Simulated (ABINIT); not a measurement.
# Rh (P6_3/mmc) in ABINIT: a series of runs

One crystal, Rh, is run at these levels: PBEsol; tasks: relaxation of cell and atoms.

Program: ABINIT 10.8.3 (patched build). These are calculated values, not measurements. Logs are shortened: lines on timing, memory, paths and dates and some standing lists are left out, and cuts for length are marked. The log counts tension as positive stress, the text compression.

**1. The structure**

The structure is hexagonal, space group P6_3/mmc (No. 194). Conventional cell: a = 2.731 Å, b = 2.731 Å, c = 4.428 Å, α = 90.00°, β = 90.00°, γ = 120.00°. Around Rh (site symmetry -6m2) lie 12 Rh at 2.72 to 2.73 Å.

This isn't the form of Rh at room conditions, which is fcc.

**2. Relaxation of cell and atoms, PBEsol**

The input, run.abi:

```
# Pseudopotentials
pp_dirpath "./"
pseudos "Rh.GGA_PBE-JTH.xml"

# Structure
acell 2.7309790422 2.7309790422 4.428489 Angstrom
rprim
     1.0000000000     0.0000000000     0.0000000000
    -0.5000000000     0.8660254038     0.0000000000
     0.0000000000     0.0000000000     1.0000000000
ntypat 1
znucl 45
natom 2
typat 1 1
xcart
    -0.0000000001     1.5767314853     1.1071222500
     1.3654895212     0.7883657425     3.3213667500 Angstrom
chkprim 0
chksymtnons 0
tolsym 1.0e-6

# Plane-wave basis
ecut 16.0
pawecutdg 32.0
pawxcdev 0

# k points
kptopt 1
ngkpt 11 11 6
nshiftk 1
shiftk 0.0 0.0 0.0

# Exchange and correlation
ixc -116133

# Bands and occupations
nband 21
occopt 3
tsmear 0.00183747

# SCF cycle
nstep 100
tolvrs 1.0e-9

# Output
iomode 3
prtwf 0
prtden 0
prteig 0
prtebands 0

# Relaxation
ionmov 2
ntime 60
tolmxf 5.0e-5
optcell 2
dilatmx 1.08
ecutsm 0.5
```

Potentials or basis: JTH PAW PBE v2.0.

The run is started by

```
abinit run.abi > log 2>&1
```

run.abo:

```text
.Version 10.8.3 of ABINIT
 Symmetries : space group P6_3/m m c (#194); Bravais hP (primitive hexag.)
================================================================================
 Values of the parameters that define the memory need of the present run
     intxc =       0    ionmov =       2      iscf =      17    lmnmax =      18
     lnmax =       6     mgfft =      36  mpssoang =       3    mqgrid =    3001
     natom =       2  nloc_mem =       2    nspden =       1   nspinor =       1
    nsppol =       1      nsym =      24    n1xccc =       1    ntypat =       1
    occopt =       3   xclevel =       2
       mpw =         768          nfft =       20736          nkpt =          64
 PAW method is used; the additional fine FFT grid is defined by:
   mgfftf=        48    nfftf =     43200
================================================================================
================================================================================

--------------------------------------------------------------------------------
------------- Echo of variables that govern the present computation ------------
--------------------------------------------------------------------------------
 -outvars: echo values of preprocessed input variables --------
            acell      5.1608024454E+00  5.1608024454E+00  8.3686313616E+00 Bohr
              amu      1.02905500E+02
          chkprim           0
      chksymtnons           0
          dilatmx      1.08000000E+00
             ecut      1.60000000E+01 Hartree
           ecutsm      5.00000000E-01 Hartree
           ionmov           2
                       outvar_i_n : Printing only first  50 k-points.
              ixc     -116133
                       outvar_i_n : Printing only first  50 k-points.
         kptrlatt       11    0    0      0   11    0      0    0    6
          kptrlen      5.02117882E+01
            natom           2
            nband          21
            ngfft          24      24      36
          ngfftdg          30      30      48
             nkpt          64
            nstep         100
             nsym          24
            ntime          60
           ntypat           1
                       prtocc : prtvol=0, do not print more k-points.
           occopt           3
          optcell           2
        pawecutdg      3.20000000E+01 Hartree
         pawxcdev           0
           prtden           0
        prtebands           0
           prteig           0
            prtwf           0
            rprim      1.0000000000E+00  0.0000000000E+00  0.0000000000E+00
                      -5.0000000000E-01  8.6602540380E-01  0.0000000000E+00
                       0.0000000000E+00  0.0000000000E+00  1.0000000000E+00
          spgroup         194
           tolsym      1.00000000E-06
           tolvrs      1.00000000E-09
           tsmear      1.83747000E-03 Hartree
            typat      1  1
           useylm           1
                       outvars : Printing only first  50 k-points.
           xangst      4.1288483622E-16  1.5767314852E+00  1.1071222500E+00
                       1.3654895211E+00  7.8836574260E-01  3.3213667500E+00
            xcart      7.8023926200E-16  2.9795906811E+00  2.0921578404E+00
                       2.5804012227E+00  1.4897953406E+00  6.2764735212E+00
             xred      3.3333333333E-01  6.6666666667E-01  2.5000000000E-01
                       6.6666666667E-01  3.3333333334E-01  7.5000000000E-01
            znucl       45.00000

================================================================================

 chkinp: Checking input parameters for consistency.

================================================================================
== DATASET  1 ==================================================================

--- !DatasetInfo
iteration_state: {dtset: 1, }
dimensions: {natom: 2, nkpt: 64, mband: 21, nsppol: 1, nspinor: 1, nspden: 1, mpw: 768, }
cutoff_energies: {ecut:  16.0, pawecutdg:  32.0, }
electrons: {nelect:   3.40000000E+01, charge:   0.00000000E+00, occopt:   3.00000000E+00, tsmear:   1.83747000E-03, }
meta: {optdriver: 0, ionmov: 2, optcell: 2, iscf: 17, paral_kgb: 0, }
...

 Real(R)+Recip(G) space primitive vectors, cartesian coordinates (Bohr,Bohr^-1):
 R(1)=  5.1608024  0.0000000  0.0000000  G(1)=  0.1937683  0.1118722  0.0000000
 R(2)= -2.5804012  4.4693860  0.0000000  G(2)=  0.0000000  0.2237444  0.0000000
 R(3)=  0.0000000  0.0000000  8.3686314  G(3)=  0.0000000  0.0000000  0.1194939
 Unit cell volume ucvol=  1.9302766E+02 bohr^3
 Angles (23,13,12)=  9.00000000E+01  9.00000000E+01  1.20000000E+02 degrees

 Coarse grid specifications (used for wave-functions):

 getcut: wavevector=  0.0000  0.0000  0.0000  ngfft=  24  24  36
         ecut(hartree)=     18.662   => boxcut(ratio)=   2.21207

 getcut : COMMENT -
  Note that boxcut > 2.2 ; recall that boxcut=Gcut(box)/Gcut(sphere) = 2
  is sufficient for exact treatment of convolution.
  Such a large boxcut is a waste : you could raise ecut
  e.g. ecut=   22.829999 Hartrees makes boxcut=2

 Fine grid specifications (used for densities):

 getcut: wavevector=  0.0000  0.0000  0.0000  ngfft=  30  30  48
         ecut(hartree)=     37.325   => boxcut(ratio)=   2.08556

--- Pseudopotential description ------------------------------------------------
- pspini: atom type   1  psp file is ./Rh.GGA_PBE-JTH.xml
 Pseudopotential format is: paw10
 basis_size (lnmax)=  6 (lmn_size= 18), orbitals=   0   0   1   1   2   2
 Spheres core radius: rc_sph= 2.21251062
 Shapefunction is SIN type: shapef(r)=[sin(pi*r/rshp)/(pi*r/rshp)]**2
 Radius for shape functions =  2.00372819
 Compensation charge density is not taken into account in XC energy/potential

   1.49727597E+03                                ecore*ucvol(ha*bohr**3)
--------------------------------------------------------------------------------

================================================================================

=== [ionmov= 2] Broyden-Fletcher-Goldfarb-Shanno method (forces)
================================================================================

--- Iteration: ( 1/60) Internal Cycle: (1/1)
--------------------------------------------------------------------------------

---SELF-CONSISTENT-FIELD CONVERGENCE--------------------------------------------
[... 671 lines left out ...]
 Difference of energy with previous step (new-old):
           Absolute (Ha)=-4.58260E-09
           Relative     =-2.05676E-11

 At Broyd/MD step   7, gradients are converged :
  max grad (force/stress) = 1.5463E-05 < tolmxf= 5.0000E-05 ha/bohr (free atoms)

================================================================================

 ----iterations are completed or convergence reached----

 Mean square residual over all n,k,spin=   22.465E-09; max=  25.061E-06
 reduced coordinates (array xred) for    2 atoms
       0.333333333334      0.666666666669      0.250000000000
       0.666666666668      0.333333333335      0.750000000000
 rms dE/dt=  8.6031E-28; max dE/dt=  1.0771E-27; dE/dt below (all hartree)
    1       0.000000000000      0.000000000000      0.000000000000
    2      -0.000000000000     -0.000000000000      0.000000000000

 cartesian coordinates (angstrom) at end:
    1      0.00000000000000     1.55193644509807     1.08575948071029
    2      1.34401638648569     0.77596822255135     3.25727844213087

 cartesian forces (hartree/bohr) at end:
    1     -0.00000000000000    -0.00000000000000    -0.00000000000000
    2      0.00000000000000     0.00000000000000    -0.00000000000000
 frms,max,avg= 2.1037106E-28 3.4430046E-28   0.000E+00  0.000E+00  0.000E+00 h/b

 cartesian forces (eV/Angstrom) at end:
    1     -0.00000000000000    -0.00000000000000    -0.00000000000000
    2      0.00000000000000     0.00000000000000    -0.00000000000000
 frms,max,avg= 1.0817715E-26 1.7704642E-26   0.000E+00  0.000E+00  0.000E+00 e/A
 length scales=  5.079645758380  5.079645758449  8.207152228601 bohr
              =  2.688032772971  2.688032773008  4.343037922841 angstroms
 Fermi (or HOMO) energy (hartree) =   0.61091   Average Vxc (hartree)=  -0.49757
 Eigenvalues (hartree) for nkpt=  64  k points:
 kpt#   1, nband= 21, wtk=  0.00138, kpt=  0.0000  0.0000  0.0000 (reduced coord)
  -2.29025   -2.28566   -1.12414   -1.09894   -1.09894   -1.09517   -1.09481   -1.09481
   0.30771    0.37699    0.49426    0.49647    0.49647    0.51640    0.51640    0.53879
   0.53879    0.61632    0.61632    0.63357    0.93062
      occupation numbers for kpt#   1
   2.00000    2.00000    2.00000    2.00000    2.00000    2.00000    2.00000    2.00000
   2.00000    2.00000    2.00000    2.00000    2.00000    2.00000    2.00000    2.00000
   2.00000    0.09957    0.09957    0.00001    0.00000
 prteigrs : prtvol=0 or 1, do not print more k-points.

--- !EnergyTerms
iteration_state     : {dtset: 1, itime: 7, icycle: 1, }
comment             : Components of total free energy in Hartree
kinetic             :  3.00252583198070E+01
hartree             :  3.71124801838958E+01
xc                  : -1.01907669314912E+01
Ewald energy        : -1.85093566699250E+02
psp_core            :  8.16416699140148E+00
local_psp           : -1.44000079650592E+02
PAW spherical_terms :  4.11762951384346E+01
internal            : -2.22806212647794E+02
'-kT*entropy'       : -1.02685822819386E-03
total_energy        : -2.22807239506022E+02
total_energy_eV     : -6.06289385259917E+03
...

--- !EnergyTermsDC
iteration_state     : {dtset: 1, itime: 7, icycle: 1, }
comment             : '"Double-counting" decomposition of free energy'
band_energy         : -1.36233848123808E+01
Ewald energy        : -1.85093566699250E+02
psp_core            :  8.16416699140148E+00
xc_dc               : -3.39609712871278E+01
PAW spherical_terms :  1.70754552344235E+00
internal            : -2.22806210283915E+02
'-kT*entropy'       : -1.02685822819386E-03
total_energy_dc     : -2.22807237142143E+02
total_energy_dc_eV  : -6.06289378827474E+03
...

--- !EnergyTermsWithPAWCore
iteration_state     : {dtset: 1, itime: 7, icycle: 1, }
comment             : 'Components of total free energy, including PAW core contributions'
Total energy        : -9.56406064880219E+03
Total energy DC     : -9.56406064643831E+03
Total energy (eV)   : -2.60251348394544E+05
Total energy DC (eV): -2.60251348330220E+05
...

 Cartesian components of stress tensor (hartree/bohr^3)
  sigma(1 1)=  1.54629601E-07  sigma(3 2)=  0.00000000E+00
  sigma(2 2)=  1.54628001E-07  sigma(3 1)=  0.00000000E+00
  sigma(3 3)=  1.33614761E-07  sigma(2 1)=  0.00000000E+00

-Cartesian components of stress tensor (GPa)         [Pressure= -4.3433E-03 GPa]
- sigma(1 1)=  4.54935993E-03  sigma(3 2)=  0.00000000E+00
- sigma(2 2)=  4.54931286E-03  sigma(3 1)=  0.00000000E+00
- sigma(3 3)=  3.93108199E-03  sigma(2 1)=  0.00000000E+00

== END DATASET(S) ==============================================================
================================================================================

 -outvars: echo values of variables after computation  --------
            acell      5.0796457584E+00  5.0796457584E+00  8.2071522286E+00 Bohr
           etotal     -2.2280723714E+02
            fcart     -1.1926917821E-28 -3.4430046073E-28 -0.0000000000E+00
                       1.1926917821E-28  3.4430046073E-28 -0.0000000000E+00
            rprim      1.0000000000E+00  0.0000000000E+00  0.0000000000E+00
                      -4.9999999999E-01  8.6602540379E-01  0.0000000000E+00
                       0.0000000000E+00  0.0000000000E+00  1.0000000000E+00
           strten      1.5462960102E-07  1.5462800122E-07  1.3361476121E-07
                       0.0000000000E+00  0.0000000000E+00  0.0000000000E+00
           xangst      3.9638589602E-16  1.5519364451E+00  1.0857594807E+00
                       1.3440163865E+00  7.7596822255E-01  3.2572784421E+00
             xred      3.3333333333E-01  6.6666666667E-01  2.5000000000E-01
                       6.6666666667E-01  3.3333333334E-01  7.5000000000E-01
 Calculation completed.
```

Wall time 2.3 min (1 thread of Intel Xeon 6975P-C (Granite Rapids), shared host); peak memory 0.14 GiB.

Results:

| Quantity | Value |
| --- | --- |
| Free energy | -6062.8938 eV |
| Relaxed volume | 13.59 Å³/atom |
| Relaxed cell | a = 2.688 Å, b = 2.688 Å, c = 4.343 Å, α = 90.00°, β = 90.00°, γ = 120.00° |
| Space group after relaxing (to 0.05 Å) | P6_3/mmc (No. 194) |
| Energy gained by relaxing | 30.9 meV/atom |
| Ionic steps | 7 |
| Pressure after relaxing | 0.0 GPa |
| Band gap on the k mesh | none (metal or under the smearing width) |
| Valence electrons inside the program's atomic spheres | Rh 14.86 (radii [1.1708] Å) |

Step by step:
```csv
step,energy change (eV),largest force (eV/Å),pressure (GPa),volume (Å³)
1,0.0000,0.0000,-13.14,28.60
2,-0.0589,0.0000,-3.02,27.47
3,-0.0617,0.0000,0.25,27.15
4,-0.0618,0.0000,0.01,27.17
5,-0.0618,0.0000,-0.04,27.18
6,-0.0618,0.0000,-0.02,27.18
7,-0.0618,0.0000,0.00,27.18
```

Final structure:
```yaml
crystal:
  lattice:
    - [2.68803, 0.00000, 0.00000]
    - [-1.34402, 2.32790, 0.00000]
    - [0.00000, 0.00000, 4.34304]
  atoms:
    - { symbol: Rh, position: [0.33333, 0.66667, 0.25000] }
    - { symbol: Rh, position: [0.66667, 0.33333, 0.75000] }
```

Levels at points of the mesh, in eV from the Fermi level:
```tsv
k point	band 13	band 14	band 15	band 16	band 17	band 18	band 19	band 20	band 21
(0.00, 0.00, 0.00)	-3.11	-2.57	-2.57	-1.96	-1.96	0.15	0.15	0.62	8.70
(0.00, 0.00, 0.50)	-3.23	-3.23	-3.23	-3.23	-0.44	-0.44	-0.44	-0.44	14.80
```

Caveat: the PAW data sets were made with another functional, which shifts forces and pressure a little.

**3. Relaxation of cell and atoms, PBEsol, target pressure 10 GPa, at which the enthalpy is minimised**

Changes to run.abi since step 2:

```diff
@@ -58 +58,2 @@
 ecutsm 0.5
+strtarget 3*-3.398931e-04 3*0.0
```

Potentials or basis: JTH PAW PBE v2.0.

The run is started by

```
abinit run.abi > log 2>&1
```

Wall time 2 min (1 thread of Intel Xeon 6975P-C (Granite Rapids), shared host); peak memory 0.14 GiB.

Results (log left out):

```yaml
Free_energy: -6062.8681 eV
Relaxed_volume: 13.16 Å³/atom
Relaxed_cell: a = 2.659 Å, b = 2.659 Å, c = 4.300 Å, α = 90.00°, β = 90.00°, γ = 120.00°
Space_group_after_relaxing_to_0.05_Å: P6_3/mmc (No. 194)
Energy_change_on_relaxing_the_enthalpy_is_what_falls: -18.1 meV/atom
Ionic_steps: 6
Pressure_after_relaxing: 10.0 GPa
Band_gap_on_the_k_mesh: none (metal or under the smearing width)
Valence_electrons_inside_the_program's_atomic_spheres: Rh 14.93 (radii [1.1708] Å)
```

The path:
| step | energy change (eV) | largest force (eV/Å) | pressure (GPa) | volume (Å³) |
| --- | --- | --- | --- | --- |
| 1 | 0.0000 | 0.0000 | -13.14 | 28.60 |
| 2 | -0.0512 | 0.0000 | 6.26 | 26.63 |
| 3 | -0.0334 | 0.0000 | 10.55 | 26.29 |
| 4 | -0.0361 | 0.0000 | 10.00 | 26.33 |
| 5 | -0.0362 | 0.0000 | 9.99 | 26.33 |
| 6 | -0.0361 | 0.0000 | 10.00 | 26.33 |

Final structure:
```cif
data_structure
_symmetry_space_group_name_H-M 'P 1'
_symmetry_Int_Tables_number 1
_cell_length_a 2.6590
_cell_length_b 2.6590
_cell_length_c 4.2996
_cell_angle_alpha 90.000
_cell_angle_beta 90.000
_cell_angle_gamma 120.000
_cell_volume 26.33
loop_
_atom_site_label
_atom_site_type_symbol
_atom_site_fract_x
_atom_site_fract_y
_atom_site_fract_z
_atom_site_occupancy
Rh1 Rh 0.33333 0.66667 0.25000 1
Rh2 Rh 0.66667 0.33333 0.75000 1
```

Levels at points of the mesh, in eV from the Fermi level:
| k point | band 13 | band 14 | band 15 | band 16 | band 17 | band 18 | band 19 | band 20 | band 21 |
| --- | --- | --- | --- | --- | --- | --- | --- | --- | --- |
| (0.00, 0.00, 0.00) | -3.28 | -2.70 | -2.70 | -2.06 | -2.06 | 0.15 | 0.15 | 0.57 | 9.01 |
| (0.00, 0.00, 0.50) | -3.39 | -3.39 | -3.39 | -3.39 | -0.46 | -0.46 | -0.46 | -0.46 | 14.89 |

Caveat: the PAW data sets were made with another functional, which shifts forces and pressure a little.

[end of part 1 of 2]
